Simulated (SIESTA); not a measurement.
The system is PtSe2 (Sudovikovite).

```
CELL_PARAMETERS angstrom
3.72400 0.00000 0.00000
-1.86200 3.22508 0.00000
0.00000 0.00000 5.06200
ATOMIC_POSITIONS crystal
Pt 0.00000 0.00000 0.00000
Se 0.66667 0.33333 0.75000
Se 0.33333 0.66667 0.25000
```

Base run:

```yaml
Program: SIESTA 5.4.2
Functional: PBE
Potentials_or_basis: PseudoDojo 0.4 standard (PBE files)
Basis: DZP (energy shift 0.003 Ry; two zetas on semicore shells)
Grid_cutoff: 800 Ry
Energy_shift: 0.003 Ry
k_mesh: 8 × 8 × 5
Occupations: fermi-dirac, width 0.05 eV
Spin: no spin polarisation
```

Its results: band gap on the k mesh none (metal or under the smearing width); pressure 11.8 GPa; largest force 1.193 eV/Å.

Problem. The run is repeated on the same cell with these changes: functional from PBE to BLYP. What comes out?

Solution. Band gap on the k mesh none (metal or under the smearing width); pressure 18.6 GPa; largest force 1.529 eV/Å.

BLYP binds less tightly than PBE, so the same cell stands under more pressure.

Caveats: short orbitals over semicore shells can move pressures by several GPa; spin-orbit coupling is left out, which moves the levels of the heavy elements; the basis of atomic orbitals isn't converged, which shifts pressures, moduli and gaps; forces of over 1 eV/Å show positions far from the minimum, so gaps and moduli don't describe the material at rest (some runs); so large a pressure means that the cell lies far from this level's equilibrium, or that cutoff or potentials fall short (some runs); the potentials were made for another functional, which shifts forces and pressure (some runs).
